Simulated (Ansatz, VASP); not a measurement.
# One calculation of GeSb4Te7, two programs

INCAR

```
SYSTEM = GeSb4Te7
PREC = Accurate ; ENCUT = 520
EDIFF = 1E-7 ; ISMEAR = -1
SIGMA = 0.05 ; LREAL = .FALSE.
LASPH = .TRUE. ; NELM = 80
ALGO = Normal ; ISIF = 2
LWAVE = .FALSE. ; LCHARG = .FALSE.
GGA = PE ; NBANDS = 50
```

File KPOINTS:

```
Automatic mesh
0
G
  7 7 2
  0 0 0
```

Contents of POSCAR:

```
GeSb4Te7
1.0
    4.2893002584      0.0000000000      0.0000000000
   -2.1446501292      3.7146429882      0.0000000000
    0.0000000000      0.0000000000     24.6377784500
Te Sb Ge
7 4 1
Direct
    0.0000000000      0.0000000000      0.2810217100
    0.0000000000      0.0000000000      0.0000000000
    0.3333333333      0.6666666667      0.5686057000
    0.6666666667      0.3333333333      0.4313943000
    0.0000000000      0.0000000000      0.7189782900
    0.6666666667      0.3333333333      0.1502681300
    0.3333333333      0.6666666667      0.8497318700
    0.6666666667      0.3333333333      0.6502485000
    0.3333333333      0.6666666667      0.0811013800
    0.3333333333      0.6666666667      0.3497515000
    0.6666666667      0.3333333333      0.9188986200
    0.0000000000      0.0000000000      0.5000000000
```

input.yaml

```yaml
crystal:
  lattice:
    - [4.2893002584, 0.0, 0.0]
    - [-2.1446501292, 3.7146429882, 0.0]
    - [0.0, 0.0, 24.63777845]
  atoms:
    - { symbol: Te, position: [0.0, 0.0, 0.28102171] }
    - { symbol: Te, position: [0.0, 0.0, 0.0] }
    - { symbol: Te, position: [0.3333333333, 0.6666666667, 0.5686057] }
    - { symbol: Te, position: [0.6666666667, 0.3333333333, 0.4313943] }
    - { symbol: Te, position: [0.0, 0.0, 0.71897829] }
    - { symbol: Te, position: [0.6666666667, 0.3333333333, 0.15026813] }
    - { symbol: Te, position: [0.3333333333, 0.6666666667, 0.84973187] }
    - { symbol: Sb, position: [0.6666666667, 0.3333333333, 0.6502485] }
    - { symbol: Sb, position: [0.3333333333, 0.6666666667, 0.08110138] }
    - { symbol: Sb, position: [0.3333333333, 0.6666666667, 0.3497515] }
    - { symbol: Sb, position: [0.6666666667, 0.3333333333, 0.91889862] }
    - { symbol: Ge, position: [0.0, 0.0, 0.5] }
hamiltonian:
  xc: pbe
  pseudopotentials: { kind: paw }
kpoints:
  mp_grid: { grid: [7, 7, 2] }
  band_path:
    path:
      - [[0.0, 0.0, 0.0], [0.5, 0.0, 0.0], [0.3333333333, 0.3333333333, 0.0], [0.0, 0.0, 0.0], [0.0, 0.0, 0.5], [0.5, 0.0, 0.5], [0.3333333333, 0.3333333333, 0.5], [0.0, 0.0, 0.5]]
      - [[0.5, 0.0, 0.5], [0.5, 0.0, 0.0]]
      - [[0.3333333333, 0.3333333333, 0.0], [0.3333333333, 0.3333333333, 0.5]]
    npoints: 10
scf:
  occupations: { method: fermi_dirac, width: 0.05 }
  n_extra_bands: 30
output:
  forces: true
  stress: true
  eigenvalues: true
  fatbands: true
  write_density: true
  write_potential: true
  elf: true
  volumetric_format: npy
```

The cell is a database's computed one.

Alike in both runs: functional PBE; k mesh 7 × 7 × 2; occupations fermi-dirac, width 0.05 eV; no spin polarisation.

|  | VASP | Ansatz |
| --- | --- | --- |
| version | VASP 6.6.1 | Ansatz 0.2.0 |
| potentials or method | VASP PAW PBE potentials, release 64 (Te, Sb, Ge_d) | Ansatz PAW |
| plane-wave cutoff (eV) | 520 | 420 |
| valence electrons in the cell | 76 | 186 |
| task | single point | band structure |

VASP gave:

```
gap on the k mesh at the Fermi level (eV)       : 0.40
least direct gap on the mesh (eV)               : 0.40
pressure (GPa)                                  : 0.7
largest component of the traceless stress (GPa) : 0.06
rms of the force components (eV/Å)              : 0.054
```

Question: Which values does Ansatz return?

Answer: gap on the k mesh at the Fermi level (eV): 0.41; least direct gap on the mesh (eV): 0.41; pressure (GPa): 0.8; largest component of the traceless stress (GPa): 0.07; rms of the force components (eV/Å): 0.045.

Atom by atom the forces differ by 0.010 eV/Å (rms over components). The two sets of potentials don't hold the same shells in valence.

Caveats: spin-orbit coupling is left out, which moves the levels of the heavy elements; this functional lacks dispersion, which binds the layers, so the pressure and a relaxed spacing across them are unreliable; an odd mesh through Γ misses points on the zone boundary, where band edges often lie (VASP).
